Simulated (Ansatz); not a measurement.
This script for the Python package of Ansatz (0.2.0) starts 4 runs on TiO2, space group R-3m. What input does the engine get in each?

The script, `ecut.py`:
```python
import ansatz as az
import matplotlib.pyplot as plt

tio2 = (
    az.Lattice.from_parameters(7.192447, 7.192447, 7.192447, alpha=24.03156, beta=24.03156, gamma=24.03156)
    .atom("Ti", (0.0, 0.0, 0.0))
    .atom("O", (0.62047, 0.62047, 0.62047))
    .atom("O", (0.37953, 0.37953, 0.37953))
)

model = (
    tio2.calculation()
    .functional("PBEsol")
    .kpoints(mesh=(8, 8, 8))
    .occupations("Marzari-Vanderbilt", width=0.02)
)

rows = []
for value in [250, 325, 400, 475]:
    data = model.basis(value).run().report
    rows.append((value, data["free_energy_ev"] / len(data["lattice"]["sites"]), data["n_iterations"], data["n_pw"]))

print(" cutoff (eV)   F/atom (eV)    iterations   plane waves")
for row in rows:
    print(f"{str(row[0]):>12s}  {row[1]:12.5f}  {row[2]:12d}  {row[3]:12d}")

for row in rows[:-1]:
    shift = 1000 * (row[1] - rows[-1][1])
    print(f"{row[0]}: {shift:+.2f} meV/atom" + ("  (within 1 meV)" if abs(shift) < 1 else ""))
plt.figure(figsize=(4.5, 3))
plt.plot([str(row[0]) for row in rows], [1000 * (row[1] - rows[-1][1]) for row in rows], "o-")
plt.xlabel("cutoff (eV)")
plt.ylabel("F - F(last) (meV/atom)")
plt.tight_layout()
plt.savefig("ecut.png", dpi=100)
```

Run 1:
```yaml
crystal:
  lattice:
    a: 7.192447
    b: 7.192447
    c: 7.192447
    alpha: 24.03156
    beta: 24.03156
    gamma: 24.03156
  atoms:
    - { symbol: Ti, position: [0.0, 0.0, 0.0] }
    - { symbol: O, position: [0.62047, 0.62047, 0.62047] }
    - { symbol: O, position: [0.37953, 0.37953, 0.37953] }
basis:
  ecutwfc: 250.0
kpoints:
  mp_grid:
    grid: [8, 8, 8]
hamiltonian:
  xc: pbesol
scf:
  occupations:
    method: cold
    width: 0.02
```

Run 2, against run 1:
```diff
-  ecutwfc: 250.0
+  ecutwfc: 325.0
```

Run 3, against run 1:
```diff
-  ecutwfc: 250.0
+  ecutwfc: 400.0
```

Run 4, against run 1:
```diff
-  ecutwfc: 250.0
+  ecutwfc: 475.0
```

Output of `python ecut.py`:
```text
DeckWarning: basis.ecutwfc = 250 eV is below the records' recommended 420 eV, and the density's cutoff is lower with it unless basis.ecutrho_ratio is high enough to keep the records' density cutoff: compare with a run at a higher cutoff
DeckWarning: basis.ecutrho_ratio 4 (ecutrho = 1000 eV, dense FFT grid 16×16×40): the grid does not resolve the core-correction charge of O (measure 0.08 e/Å^2.5); warned from 0.08. The energy and each atom's force then go with where the atoms sit on the grid: on a 12-atom cubic HfO2 cell under PBE a rigid shift of all atoms moved the force on Hf by 0.18 eV/Å at 0.48, by 0.036 at 0.24 and by 0.007 at 0.11. If this deck is also warned that a cutoff or its ratio is below what is recommended, mend [...]
DeckWarning: basis.ecutwfc = 325 eV is below the records' recommended 420 eV, and the density's cutoff is lower with it unless basis.ecutrho_ratio is high enough to keep the records' density cutoff: compare with a run at a higher cutoff
DeckWarning: basis.ecutwfc = 400 eV is below the records' recommended 420 eV, and the density's cutoff is lower with it unless basis.ecutrho_ratio is high enough to keep the records' density cutoff: compare with a run at a higher cutoff
 cutoff (eV)   F/atom (eV)    iterations   plane waves
         250   -1198.24752             8           469
         325   -1199.63131             8           747
         400   -1199.79032             7           989
         475   -1199.80018             7          1291
250: +1552.66 meV/atom
325: +168.87 meV/atom
400: +9.86 meV/atom
```
(Warnings from the package without file and line, shortened.)

Notes:
- Spin is left out of this run.
- The structure comes from a database of computed cells and needn't be a stable or known phase.
- Shifts are counted from the last row, which is itself no proven limit.
- Timing: 9.9 s on 1 thread of Intel(R) Xeon(R) Processor @ 2.30GHz, with other jobs on the host, peak memory 0.58 GiB.
